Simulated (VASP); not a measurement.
**BAs: lattice, stiffness and zone-centre modes**

What lattice, stiffness and vibrations does BAs have at one level of theory? The starting structure is a measured crystal structure from the Crystallography Open Database. All runs use LDA.

Main program and level: VASP 6.6.1; Kohn-Sham DFT with plane waves and PAW; LDA.

### 1. Set-up

The structure is cubic, space group F-43m (No. 216). The conventional cell has a = 4.777 Å, b = 4.777 Å, c = 4.777 Å, α = 90.00°, β = 90.00°, γ = 90.00°. Nearest to As lie 4 B at 2.07 Å. Nearest to B lie 4 As at 2.07 Å. Farther neighbours are not listed.

As a file:

```
As B
1.0
     0.00000    2.38850    2.38850
     2.38850    0.00000    2.38850
     2.38850    2.38850    0.00000
As B
1 1
Direct
  0.75000 0.75000 0.75000
  0.00000 0.00000 0.00000
```

### 2. Relaxation

This run starts from the cell of an earlier relaxation, which isn't shown; the restart sets up the plane waves anew.

File INCAR:

```
SYSTEM = BAs
PREC = Accurate
ENCUT = 500
EDIFF = 1E-07
NELM = 100
ISMEAR = 0
SIGMA = 0.03
LREAL = .FALSE.
ALGO = Normal
GGA = CA
NBANDS = 10
LORBIT = 11
LWAVE = .FALSE.
LCHARG = .FALSE.
KPAR = 4
IBRION = 2
NSW = 50
ISIF = 3
EDIFFG = -0.002
```

File POSCAR:

```
BAs
1.0
    0.0000000000      2.3712548361      2.3712548361
    2.3712548361      0.0000000000      2.3712548361
    2.3712548361      2.3712548361      0.0000000000
As B
1 1
Direct
    0.7500000000      0.7500000000      0.7500000000
    0.0000000000      0.0000000000      0.0000000000
```

File KPOINTS:

```
Automatic mesh
0
Gamma
8 8 8
0 0 0
```

PAW data sets: As and B (LDA family, release 64).

Command:

```
$ mpirun -np 4 vasp_std
```

The log of the run:

```text
[banner, memory and clock lines left out]
running    4 mpi-ranks, on    1 nodes
 distrk:  each k-point on    1 cores,    4 groups
 distr:  one band on    1 cores,    1 groups

 POSCAR found type information on POSCAR AsB
 POSCAR found :  2 types and       2 ions
 LDA part: xc-table for (Slater(with rela. corr.)+CA(PZ))
 , standard interpolation
 POSCAR, INCAR and KPOINTS ok, starting setup
 FFT: planning ... GRIDC
 FFT: planning ... GRID_SOFT
 FFT: planning ... GRID
 WAVECAR not read
 entering main loop
       N       E                     dE             d eps       ncg     rms          rms(c)
DAV:   1     0.103316373800E+02    0.10332E+02   -0.37316E+03   580   0.681E+02
DAV:   2    -0.130775336947E+02   -0.23409E+02   -0.22705E+02   822   0.109E+02
DAV:   3    -0.136927885831E+02   -0.61525E+00   -0.61420E+00   676   0.173E+01
DAV:   4    -0.136945488829E+02   -0.17603E-02   -0.17602E-02   712   0.105E+00
DAV:   5    -0.136945518221E+02   -0.29392E-05   -0.29392E-05   672   0.420E-02    0.518E+00
DAV:   6    -0.130230811276E+02    0.67147E+00   -0.18223E+00   618   0.592E+00    0.245E+00
DAV:   7    -0.129375430186E+02    0.85538E-01   -0.21228E-01   692   0.247E+00    0.899E-01
DAV:   8    -0.129240281286E+02    0.13515E-01   -0.25031E-02   630   0.884E-01    0.104E-01
DAV:   9    -0.129240524879E+02   -0.24359E-04   -0.73140E-04   678   0.181E-01    0.585E-02
DAV:  10    -0.129240590855E+02   -0.65976E-05   -0.85066E-05   648   0.554E-02    0.140E-02
DAV:  11    -0.129240604816E+02   -0.13961E-05   -0.16070E-06   692   0.934E-03    0.129E-02
DAV:  12    -0.129240603242E+02    0.15742E-06   -0.79119E-07   648   0.395E-03    0.289E-03
DAV:  13    -0.129240603264E+02   -0.22143E-08   -0.29074E-08   372   0.126E-03
   1 F= -.12924060E+02 E0= -.12924060E+02  d E =-.129241E+02
 curvature:   0.00 expect dE= 0.000E+00 dE for cont linesearch  0.000E+00
 trial: gam= 0.00000 g(F)=  0.561E-48 g(S)=  0.514E-06 ort = 0.000E+00 (trialstep = 0.100E+01)
 search vector abs. value=  0.515E-06
 reached required accuracy - stopping structural energy minimisation
```

It took 1.8 s on 4 MPI ranks of AMD EPYC 9R45, shared host; peak memory 0.39 GiB.

The logs omit lines about the potential files and the build; timing stands in the text.

OUTCAR, selected parts (step 2):

```text
ion  position               nearest neighbor table
   1  0.750  0.750  0.750-   2 2.05   2 2.05   2 2.05   2 2.05
   2  0.000  0.000  0.000-   1 2.05   1 2.05   1 2.05   1 2.05

  LATTYP: Found a face centered cubic cell.
 ALAT       =     4.7425096722

 Subroutine GETGRP returns: Found 24 space group operations
 (whereof 24 operations were pure point group operations)

The static configuration has the point symmetry T_d .

 Found     29 irreducible k-points:

   k-points           NKPTS =     29   k-points in BZ     NKDIM =     29   number of bands    NBANDS=     10

   dimension x,y,z NGX =    24 NGY =   24 NGZ =   24
   dimension x,y,z NGXF=    48 NGYF=   48 NGZF=   48

   ENCUT  =  500.0 eV  36.75 Ry    6.06 a.u.   6.11  6.11  6.11*2*pi/ulx,y,z

   NELECT =       8.0000    total number of electrons

 k-points in reciprocal lattice and weights: Automatic mesh
   0.00000000  0.00000000  0.00000000       0.002
   0.12500000  0.00000000  0.00000000       0.016
   0.25000000  0.00000000  0.00000000       0.016
   0.37500000  0.00000000  0.00000000       0.016
   0.50000000  0.00000000  0.00000000       0.008
   0.12500000  0.12500000  0.00000000       0.012
   0.25000000  0.12500000  0.00000000       0.047
   0.37500000  0.12500000  0.00000000       0.047
   0.50000000  0.12500000  0.00000000       0.047
[...]
-0.37500000  0.50000000  0.12500000       0.023
  -0.25000000  0.50000000  0.25000000       0.012

 average (electrostatic) potential at core
       1 -51.7674       2 -31.6716

 E-fermi :   6.6360

 k-point     1 :       0.0000    0.0000    0.0000
  band No.  band energies     occupation
      1      -9.1703      2.00000
      2       6.4055      2.00000
      3       6.4055      2.00000
      4       6.4055      2.00000
      5       9.6826      0.00000
      6       9.6826      0.00000
      7       9.6826      0.00000
      8      11.3772      0.00000
      9      15.8713      0.00000
    ...

 k-point     2 :       0.1250    0.0000    0.0000
  band No.  band energies     occupation
      1      -8.9099      2.00000
      2       4.4290      2.00000
      3       5.9567      2.00000
      4       5.9567      2.00000
      5       9.8526      0.00000
      6      10.2703      0.00000
      7      10.2703      0.00000
      8      12.5641      0.00000
      9      16.8413      0.00000
    ...

 k-point     3 :       0.2500    0.0000    0.0000
  band No.  band energies     occupation
      1      -8.1509      2.00000
      2       1.4144      2.00000
      3       5.2330      2.00000
      4       5.2330      2.00000
      5       9.5697      0.00000
      6      11.0729      0.00000
      7      11.0729      0.00000
      8      14.3650      0.00000
      9      17.6903      0.00000
    ...

  Total       -0.0026662     -0.0026662     -0.0026662      0.0000000      0.0000000      0.0000000
  in kB       -0.1601903     -0.1601903     -0.1601903      0.0000000      0.0000000      0.0000000
  external PRESSURE =      -0.1601903 kB  Pullay stress =       0.0000000 kB

  energy-cutoff  :      500.00
  volume of cell :       26.67
      direct lattice vectors                 reciprocal lattice vectors
     0.000000000  2.371254836  2.371254836    -0.210858821  0.210858821  0.210858821
     2.371254836  0.000000000  2.371254836     0.210858821 -0.210858821  0.210858821
     2.371254836  2.371254836  0.000000000     0.210858821  0.210858821 -0.210858821

 POSITION                                       TOTAL-FORCE (eV/Angst)
 -----------------------------------------------------------------------------------
      3.55688      3.55688      3.55688         0.000000      0.000000      0.000000
      0.00000      0.00000      0.00000        -0.000000     -0.000000      0.000000
 -----------------------------------------------------------------------------------
    total drift:                               -0.000000     -0.000000     -0.000000

  FREE ENERGIE OF THE ION-ELECTRON SYSTEM (eV)
  ---------------------------------------------------
  free  energy   TOTEN  =       -12.9240603264 eV

  energy  without entropy=      -12.9240603264  energy(sigma->0) =      -12.92406033

 reached required accuracy - stopping structural energy minimisation

 total charge
# of ion       s       p       d       tot
------------------------------------------
    1        1.178   1.693   0.091   2.961
    2        0.653   1.205   0.000   1.859
--------------------------------------------------
tot          1.831   2.898   0.091   4.820

[... 3 further parts left out ...]
```

The run keeps the 24 symmetry operations of its start, so it cannot find a distortion of lower symmetry.

The relaxed cell holds 13.333 Å³ an atom, with a = 4.743 Å (-0.7 % against the database cell). Pressures at 0.985 and 1.015 times this volume, from two more relaxations that aren't shown, give a bulk modulus of 147.7 GPa.

### 3. Elastic constants

File INCAR:

```
SYSTEM = BAs
PREC = Accurate
ENCUT = 700
EDIFF = 1E-08
NELM = 100
ISMEAR = 0
SIGMA = 0.03
LREAL = .FALSE.
ALGO = Normal
GGA = CA
NBANDS = 10
LORBIT = 11
LWAVE = .FALSE.
LCHARG = .FALSE.
KPAR = 4
IBRION = 6
NFREE = 2
POTIM = 0.015
ISIF = 3
NSW = 1
```

POSCAR is that of step 2.

File KPOINTS:

```
Automatic mesh
0
Gamma
10 10 10
0 0 0
```

Command:

```
$ mpirun -np 4 vasp_std
```

The log of the run:

```text
[... set-up lines as in an earlier step ...]
 entering main loop
       N       E                     dE             d eps       ncg     rms          rms(c)
DAV:   1     0.165168711622E+02    0.16517E+02   -0.45425E+03   940   0.888E+02
DAV:   2    -0.127947725858E+02   -0.29312E+02   -0.27862E+02  1342   0.121E+02
DAV:   3    -0.136951578538E+02   -0.90039E+00   -0.89856E+00  1126   0.210E+01
DAV:   4    -0.136980110564E+02   -0.28532E-02   -0.28530E-02  1172   0.128E+00
[...]
DAV:  11    -0.129280487775E+02   -0.13802E-05   -0.15816E-06  1118   0.942E-03    0.128E-02
DAV:  12    -0.129280486191E+02    0.15848E-06   -0.79433E-07  1044   0.395E-03    0.286E-03
DAV:  13    -0.129280486214E+02   -0.23793E-08   -0.30480E-08  1074   0.128E-03
   1 F= -.12928049E+02 E0= -.12928049E+02  d E =-.121116E-28
[... from here on, the cycles between the ionic steps are left out ...]
   2 F= -.12922675E+02 E0= -.12922675E+02  d E =-.135041E-11
   3 F= -.12922615E+02 E0= -.12922615E+02  d E =-.887487E-20
   4 F= -.12922675E+02 E0= -.12922675E+02  d E =-.134872E-11
   5 F= -.12922615E+02 E0= -.12922615E+02  d E =-.887495E-20
   6 F= -.12922675E+02 E0= -.12922675E+02  d E =-.134879E-11
   7 F= -.12922615E+02 E0= -.12922615E+02  d E =-.887749E-20
   8 F= -.12924754E+02 E0= -.12924754E+02  d E =-.676016E-26
   9 F= -.12924754E+02 E0= -.12924754E+02  d E =-.677456E-26
  10 F= -.12924754E+02 E0= -.12924754E+02  d E =-.679284E-26
  11 F= -.12924754E+02 E0= -.12924754E+02  d E =-.667200E-26
  12 F= -.12924754E+02 E0= -.12924754E+02  d E =-.679270E-26
  13 F= -.12924754E+02 E0= -.12924754E+02  d E =-.669003E-26
  14 F= -.12926132E+02 E0= -.12926132E+02  d E =-.123482E-11
  15 F= -.12926132E+02 E0= -.12926132E+02  d E =-.123468E-11
  16 F= -.12926132E+02 E0= -.12926132E+02  d E =-.123036E-11
  17 F= -.12926132E+02 E0= -.12926132E+02  d E =-.122399E-11
 Finite differences progress:
  Degree of freedom:   8/  8
  Displacement:        2/  2
  Total:              16/ 16
```

Run time: 1.8 min. Hardware: 4 MPI ranks; peak memory 1.2 GiB.

OUTCAR, selected parts (step 3):

```text
  Total       -0.0021196      0.0015276      0.0015276      0.0000000      0.1166211      0.0000000
  in kB       -0.1273524      0.0917811      0.0917811      0.0000000      7.0068528      0.0000000
  external PRESSURE =       0.0187366 kB  Pullay stress =       0.0000000 kB

 POSITION                                       TOTAL-FORCE (eV/Angst)
 -----------------------------------------------------------------------------------
      3.55688      3.55688      3.55688        -0.255494     -0.000000     -0.000000
     -0.01500      0.00000      0.00000         0.255494      0.000000      0.000000
 -----------------------------------------------------------------------------------
    total drift:                                0.000039     -0.000000     -0.000000

  FREE ENERGIE OF THE ION-ELECTRON SYSTEM (eV)
  ---------------------------------------------------
  free  energy   TOTEN  =       -12.9261322575 eV

  energy  without entropy=      -12.9261322575  energy(sigma->0) =      -12.92613226

[... 3 further parts left out ...]
[key lines of the parts left out:]
E-fermi :   6.6326
```

The last energy, forces and stress in OUTCAR belong to the last displaced cell, not to that of POSCAR.

The elastic tensor has C11 = 288.5, C12 = 77.1, C44 = 154.7 GPa; its Hill averages are a bulk modulus of 147.6 and a shear modulus of 132.8 GPa.

### 4. Modes of the relaxed cell

File INCAR:

```
SYSTEM = BAs
PREC = Accurate
ENCUT = 500
EDIFF = 1E-08
NELM = 100
ISMEAR = 0
SIGMA = 0.03
LREAL = .FALSE.
ALGO = Normal
GGA = CA
NBANDS = 10
LORBIT = 11
LWAVE = .FALSE.
LCHARG = .FALSE.
KPAR = 4
IBRION = 8
LEPSILON = .TRUE.
LPEAD = .TRUE.
ISIF = 2
```

POSCAR is that of step 3.

File KPOINTS:

```
Automatic mesh
0
Gamma
16 16 16
0 0 0
```

Command:

```
$ mpirun -np 4 vasp_std
```

The log of the run:

```text
[... set-up lines as in an earlier step ...]
 entering main loop
       N       E                     dE             d eps       ncg     rms          rms(c)
DAV:   1     0.107092139230E+02    0.10709E+02   -0.37770E+03  2908   0.685E+02
DAV:   2    -0.130331019793E+02   -0.23742E+02   -0.22581E+02  4034   0.106E+02
DAV:   3    -0.136941182618E+02   -0.66102E+00   -0.65959E+00  3446   0.175E+01
DAV:   4    -0.136960248439E+02   -0.19066E-02   -0.19065E-02  3514   0.104E+00
[...]
DAV:  11    -0.129266443134E+02   -0.14246E-05   -0.16142E-06  3514   0.938E-03    0.130E-02
DAV:  12    -0.129266441518E+02    0.16165E-06   -0.80357E-07  3210   0.397E-03    0.289E-03
DAV:  13    -0.129266441542E+02   -0.23967E-08   -0.29919E-08  3318   0.127E-03
   1 F= -.12926644E+02 E0= -.12926644E+02  d E =-.280546E-11
 Linear response reoptimize wavefunctions to high precision
DAV:   1    -0.129266441534E+02    0.78126E-09   -0.57980E-09  3200   0.353E-04
DAV:   2    -0.129266441534E+02   -0.26830E-10   -0.13277E-10  1822   0.964E-05
 Linear response to external field (no local field effect), progress :
[...]
RMM:  11    -0.376912112875E-01   -0.58951E-07    0.55111E-07 14005   0.332E-05    0.759E-08
 first order change of Fermi-energy   0.14539E-02
 force on displaced ion       1 direction 1 : -17.030  -0.000  -0.000
 Born effective charge ion    1 direction 1 :   0.561   0.000   0.000
 Linear response progress:
  Degree of freedom:   2/  2
       N       E                     dE             d eps       ncg     rms          rms(c)
RMM:   1    -0.438081081999E-01   -0.43808E-01    0.92445E-04 29541   0.109E+00
RMM:   2    -0.408990246958E-01    0.29091E-02   -0.97238E-04 19499   0.215E-01    0.102E-01
RMM:   3    -0.409449542792E-01   -0.45930E-04   -0.92627E-05 20565   0.688E-02    0.533E-02
RMM:   4    -0.412322500431E-01   -0.28730E-03   -0.96281E-05 20133   0.636E-02    0.749E-03
[...]
RMM:   9    -0.412115278379E-01   -0.51841E-07   -0.75692E-08 22713   0.396E-05    0.172E-06
RMM:  10    -0.412114748275E-01    0.53010E-07   -0.57383E-08 20707   0.306E-05    0.383E-07
RMM:  11    -0.412115065215E-01   -0.31694E-07   -0.11034E-07 15245   0.297E-05    0.656E-08
 first order change of Fermi-energy  -0.10127E-02
 force on displaced ion       2 direction 1 : -17.030  -0.000  -0.000
 Born effective charge ion    2 direction 1 :  -0.561   0.000   0.000
 Born effective charges drift removed
 Linear response finished
```

The job ended after 1.8 min (4 MPI ranks; peak memory 2.5 GiB; 7 min of CPU time).

OUTCAR, selected parts (step 4):

```text
  Total       -0.0026337     -0.0026337     -0.0026337      0.0000000      0.0000000      0.0000000
  in kB       -0.1582375     -0.1582375     -0.1582375      0.0000000      0.0000000      0.0000000
  external PRESSURE =      -0.1582375 kB  Pullay stress =       0.0000000 kB

 POSITION                                       TOTAL-FORCE (eV/Angst)
 -----------------------------------------------------------------------------------
      3.55688      3.55688      3.55688         0.000000     -0.000000     -0.000000
      0.00000      0.00000      0.00000        -0.000000      0.000000      0.000000
 -----------------------------------------------------------------------------------
    total drift:                               -0.000000     -0.000000     -0.000000

 MACROSCOPIC STATIC DIELECTRIC TENSOR (including local field effects in DFT)
 ------------------------------------------------------
           9.639923     0.000000     0.000000
          -0.000000     9.639923    -0.000000
           0.000000    -0.000000     9.639923
 ------------------------------------------------------

 MACROSCOPIC STATIC DIELECTRIC TENSOR IONIC CONTRIBUTION
 ------------------------------------------------------
           0.124660     0.000000    -0.000000
           0.000000     0.124660    -0.000000
          -0.000000    -0.000000     0.124660
 ------------------------------------------------------

[... 1 part as in an earlier step ...]

[... 1 further part left out ...]
```

The zone-centre modes at 13.333 Å³ an atom are T2 700.1 cm⁻¹.

### 5. Modes at 0.97 of that volume

Shape and positions were first relaxed at this volume, in a run that isn't shown.

INCAR is that of step 4.

File POSCAR:

```
BAs
1.0
    0.0000000000      2.3473011293      2.3473011293
    2.3473011293      0.0000000000      2.3473011293
    2.3473011293      2.3473011293      0.0000000000
As B
1 1
Direct
    0.7500000000      0.7500000000      0.7500000000
    0.0000000000      0.0000000000      0.0000000000
```

KPOINTS is that of step 4.

Command:

```
$ mpirun -np 4 vasp_std
```

The log of the run:

```text
[... set-up lines as in an earlier step ...]
 entering main loop
       N       E                     dE             d eps       ncg     rms          rms(c)
DAV:   1     0.106527995046E+02    0.10653E+02   -0.38165E+03  2908   0.685E+02
DAV:   2    -0.131360051300E+02   -0.23789E+02   -0.22810E+02  4040   0.106E+02
DAV:   3    -0.137517593724E+02   -0.61575E+00   -0.61467E+00  3488   0.172E+01
DAV:   4    -0.137533923039E+02   -0.16329E-02   -0.16328E-02  3560   0.982E-01
[...]
DAV:  11    -0.129148878491E+02   -0.13929E-05   -0.17137E-06  3456   0.954E-03    0.139E-02
DAV:  12    -0.129148876848E+02    0.16431E-06   -0.77632E-07  3206   0.393E-03    0.302E-03
DAV:  13    -0.129148876872E+02   -0.24071E-08   -0.28159E-08  3322   0.124E-03
   1 F= -.12914888E+02 E0= -.12914888E+02  d E =-.105060E-24
 Linear response reoptimize wavefunctions to high precision
DAV:   1    -0.129148876863E+02    0.88630E-09   -0.59523E-09  3198   0.358E-04
DAV:   2    -0.129148876863E+02   -0.64233E-11   -0.12458E-10  1818   0.945E-05
 Linear response to external field (no local field effect), progress :
[...]
RMM:  11    -0.375293537307E-01    0.95274E-08   -0.23103E-06 13609   0.392E-05    0.445E-08
 first order change of Fermi-energy   0.67917E-02
 force on displaced ion       1 direction 1 : -18.115  -0.000  -0.000
 Born effective charge ion    1 direction 1 :   0.650   0.000   0.000
 Linear response progress:
  Degree of freedom:   2/  2
       N       E                     dE             d eps       ncg     rms          rms(c)
RMM:   1    -0.446109428412E-01   -0.44611E-01   -0.75919E-05 29623   0.109E+00
RMM:   2    -0.416134697659E-01    0.29975E-02   -0.93577E-04 19565   0.215E-01    0.107E-01
RMM:   3    -0.416513888048E-01   -0.37919E-04   -0.10727E-04 20524   0.736E-02    0.556E-02
RMM:   4    -0.419635558376E-01   -0.31217E-03   -0.11280E-04 20098   0.682E-02    0.753E-03
[...]
RMM:   9    -0.419450923117E-01   -0.11657E-07   -0.18426E-07 22602   0.483E-05    0.161E-06
RMM:  10    -0.419450866868E-01    0.56249E-08   -0.26434E-07 20453   0.391E-05    0.463E-07
RMM:  11    -0.419450876841E-01   -0.99732E-09   -0.26581E-07 15618   0.384E-05    0.635E-08
 first order change of Fermi-energy  -0.68218E-02
 force on displaced ion       2 direction 1 : -18.116   0.000   0.000
 Born effective charge ion    2 direction 1 :  -0.651   0.000   0.000
 Born effective charges drift removed
 Linear response finished
```

The job ended after 1.8 min (4 MPI ranks; peak memory 2.4 GiB; 7.2 min of CPU time).

(Continued in part 2 of 2.)

[Lines on the potential files, build, host, timing and source positions are cut from VASP's logs without a mark.]

[Logs are printed without paths, hosts, clocks, repeated set-up lines and the standing remarks that a program may print on its own settings, such as how far it seeks lower states.]

[Hosts, paths, dates, database ids (printed as entryN), source tags and the programs' standing remarks are cut or masked in the printed files.]
